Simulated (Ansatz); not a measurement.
Runs of Ansatz 0.2.0 on LiCl. It takes space group Fm-3m (No. 225, cubic). Conventional cell: a = 5.130 Å, b = 5.130 Å, c = 5.130 Å, α = 90.00°, β = 90.00°, γ = 90.00°. Around Cl (site symmetry m-3m) lie 6 Li at 2.56 Å. Around Li (site symmetry m-3m) lie 6 Cl at 2.56 Å. 

| task | level | cell | k mesh | smearing | q mesh | points for each segment of the path | atoms under strain | gap on the mesh (eV) | pressure (GPa) | relaxed volume (Å³/atom) |
| --- | --- | --- | --- | --- | --- | --- | --- | --- | --- | --- |
| Born charges and dielectric tensor | PBEsol | as given | 9 × 9 × 9 | fixed | - | - | - | 6.13 | - | - |
| relaxation of cell and atoms | BLYP+D3(BJ) | relaxed | 9 × 9 × 9 | fermi-dirac 0.05 eV | - | - | - | 7.00 | 0.0 | 15.52 |
| phonons | LDA | as given | 7 × 7 × 7 | fixed | 2 × 2 × 2 | 8 | - | 5.99 | - | - |
| relaxation of cell and atoms | RPBE+D4 | relaxed | 9 × 9 × 9 | fermi-dirac 0.05 eV | - | - | - | (b) | 0.0 | 16.58 |
| relaxation of cell and atoms | revPBE+D3(BJ) | relaxed | 9 × 9 × 9 | fermi-dirac 0.05 eV | - | - | - | 6.96 | 0.0 | 15.69 |
| elastic constants | LDA | as given | 7 × 7 × 7 | fixed | - | - | relaxed | 5.99 | -3.2 | - |
| single point | LDA | as given | 9 × 9 × 9 | gaussian 0.1 eV | - | - | - | 5.99 | -3.2 | - |
| relaxation of cell and atoms | revPBE+D4 | relaxed | 9 × 9 × 9 | fermi-dirac 0.05 eV | - | - | - | 6.63 | 0.0 | 16.56 |
| relaxation of cell and atoms | BLYP+D4 | relaxed | 9 × 9 × 9 | fermi-dirac 0.05 eV | - | - | - | (a) | 0.0 | 16.60 |

Alike in all rows: potentials or basis Ansatz PAW; no spin polarisation; cutoff (eV) 420.

Q: Fill in the values left out.

A: (a) 6.56; (b) 6.68.

Caveats: odd divisions of the mesh miss points on the zone boundary, where band edges often lie, so the gap on the mesh can be too wide; the PAW data sets come from PBE, with cores solved anew for the run's functional, which leaves a small shift of forces and pressure; the plane-wave basis is chosen anew once the cell has moved, so the energies of steps on either side of that aren't comparable (some runs); the cell is more than 3 GPa from zero pressure, which shifts response properties (some runs).

A k mesh can miss the band edges.

Runs at the PBE level aren't shown here.
